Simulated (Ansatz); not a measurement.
**ZnO**

**What was measured.** A measured cell of hexagonal ZnO (space group P6_3mc) at 298 K, from the Crystallography Open Database (2014, doi:10.1107/S1600576714003379), has a, c = 3.249, 5.206 Å and 11.90 Å³/atom.

Method: PBE, scalar-relativistic; no spin polarisation; PAW, 420 eV, 12×12×8 k-mesh, Gaussian smearing of 0.05 eV; code Ansatz. The datasets are Ansatz's generated set soft_2.

```xyz
4
Lattice="3.2794 0.0000 0.0000 -1.6397 2.8401 0.0000 0.0000 0.0000 5.2935" Properties=species:S:1:pos:R:3 pbc="T T T"
Zn    0.0000    1.8934    0.0080
Zn    1.6397    0.9467    2.6547
O     0.0000    1.8934    2.0146
O     1.6397    0.9467    4.6614
```

The chain of runs began from a measured cell (COD), expanded in volume.

The cell above was scaled in volume, and shape and atoms were relaxed at each volume within its symmetry. Energies are counted from the cell above.

The cell is relaxed to zero pressure at this level.

| V (Å³/atom) | ΔE (meV/atom) | P (GPa) | gap on the mesh (eV) |
| --- | --- | --- | --- |
| 11.83 | ? | ? | ? |
| 12.08 | 2.1 | 2.7 | 0.77 |
| 12.33 | 0.0 | 0.0 | 0.74 |
| 12.57 | 1.9 | -2.4 | 0.71 |
| 12.82 | 7.4 | -4.6 | 0.69 |

(1) Fill in the withheld row.

(2) What do the points give for the equilibrium volume, the bulk modulus and its pressure derivative (third-order Birch–Murnaghan)?

Answers:

(1) ΔE (meV/atom): 8.6, P (GPa): 5.8, gap on the mesh (eV): 0.80.

(2) V0 = 12.33 Å³/atom, B0 = 129 GPa, B0′ = 4.4.

B0·V0 = 128.9 GPa × 12.33 Å³ = 9.92 eV/atom sets the scale: near the minimum ΔE ≈ ½ B0 V0 x², with x = V/V0 − 1, and a pressure of 1.3 GPa squeezes the volume by about 1 %. At the ends of the curve: x = −4.0 % predicts 8.0 meV/atom and the run gives 8.6; x = +4.0 % predicts 7.9 meV/atom and the run gives 7.4. The lopsidedness is anharmonic: atoms resist being pushed together more than being pulled apart.

**Comparison.** The computed cell (3.279, 5.293 Å, 12.33 Å³/atom) differs from the database's by +3.6 % in volume, about +1.2 % in length. PBE usually overestimates volumes by a few per cent.

Kohn–Sham gaps of semilocal functionals lie under measured ones, often by a third or more.
